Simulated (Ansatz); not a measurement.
Mg:

```
Mg
1.0
    -1.77276    1.77276    1.77276
     1.77276   -1.77276    1.77276
     1.77276    1.77276   -1.77276
Mg
1
Direct
  0.00000 0.00000 0.00000
```

This isn't the form of Mg at room conditions, which is hcp.

| Item | Value |
| --- | --- |
| Program | Ansatz 0.2.0 |
| Task | single point |
| Functional | PBE |
| Potentials or basis | Ansatz PAW |
| Cutoff | 420 eV (not typed: the program's choice for these potentials) |
| k mesh | 11 × 11 × 11 |
| Occupations | fermi-dirac, width 0.05 eV |
| Spin | no spin polarisation |

On this cell: pressure 0.9 GPa; band gap on the k mesh none (metal or under the smearing width).

The same run follows on a disturbed copy (cell strained at random at fixed volume):

```
CELL_PARAMETERS angstrom
-1.76811 1.75773 1.74720
1.76248 -1.78962 1.77345
1.78739 1.80889 -1.77909
ATOMIC_POSITIONS crystal
Mg 0.98579 0.98928 0.97885
```

Q: What does the disturbed cell give?

A: The energy (extrapolated to zero smearing) moves by +1.0 meV/atom; pressure 1.0 GPa; band gap on the k mesh none (metal or under the smearing width).

Stress tensor (GPa, compression positive):
```
 0.93 -0.34  0.11
-0.34  0.88  0.60
 0.11  0.60  1.05
```
